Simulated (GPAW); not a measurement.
Set up this calculation in GPAW 26.7.0, as an ASE script.

| Quantity | Value |
| --- | --- |
| Task | single point |
| Functional | LDA |
| Potentials or basis | the program's PAW data sets (release 1.2.1) made for this functional |
| Cutoff | 600 eV |
| Basis | pw |
| k mesh | 11 × 11 × 11 |
| Occupations | fermi-dirac, width 0.05 eV |
| Spin | no spin polarisation |
| Hubbard terms | Ti d U = 8 eV |
| Maxiter | 150 |

The system is Ti.

```
Ti
1.0
    -1.64100    1.64100    1.64100
     1.64100   -1.64100    1.64100
     1.64100    1.64100   -1.64100
Ti
1
Direct
  0.00000 0.00000 0.00000
```

This isn't the form of Ti at room conditions, which is hcp.

One way to write it, as run:

run.py

```python
from ase import Atoms
from ase.dft.bandgap import bandgap
from ase.io import write
from ase.units import GPa
from gpaw import GPAW, PW

atoms = Atoms(['Ti'],
              cell=[[-1.641, 1.641, 1.641],
                    [1.641, -1.641, 1.641],
                    [1.641, 1.641, -1.641]],
              scaled_positions=[[0.0, 0.0, 0.0]],
              pbc=True)

calc = GPAW(mode=PW(600),
            xc='LDA',
            kpts={'size': (11, 11, 11), 'gamma': True},
            occupations={'name': 'fermi-dirac', 'width': 0.05},
            setups={'Ti': ':d,8.0'},
            nbands=14,
            convergence={'density': 1e-05, 'energy': 1e-05},
            maxiter=150,
            txt='gpaw.txt')
atoms.calc = calc
energy = atoms.get_potential_energy()
forces = atoms.get_forces()
stress = atoms.get_stress()
calc.write('gs.gpw')
write('result.traj', atoms)
print(f'Energy: {energy:.6f} eV')
print('Forces (eV/A):')
print(forces.round(4))
print('Stress (GPa):', (stress / GPa).round(3))
print('Fermi level:', round(calc.get_fermi_level(), 4), 'eV')
print(f'Gap: {bandgap(calc)[0]:.4f} eV, direct: {bandgap(calc, direct=True)[0]:.4f} eV')
```

Potentials or basis: the program's PAW data sets (release 1.2.1) made for this functional, pw.

The run is started by

```sh
$ OMP_NUM_THREADS=1 python run.py
```

Results of the run:

```yaml
Pressure: 4.7 GPa
Band_gap_on_the_k_mesh: none (metal or under the smearing width)
```

Caveat: U without spin polarisation on a metal has little footing; the U is typed as a test and isn't derived for this compound.

Run time: 11 s on 1 thread of Arm Neoverse V2, on a shared host, peak memory 0.13 GiB.
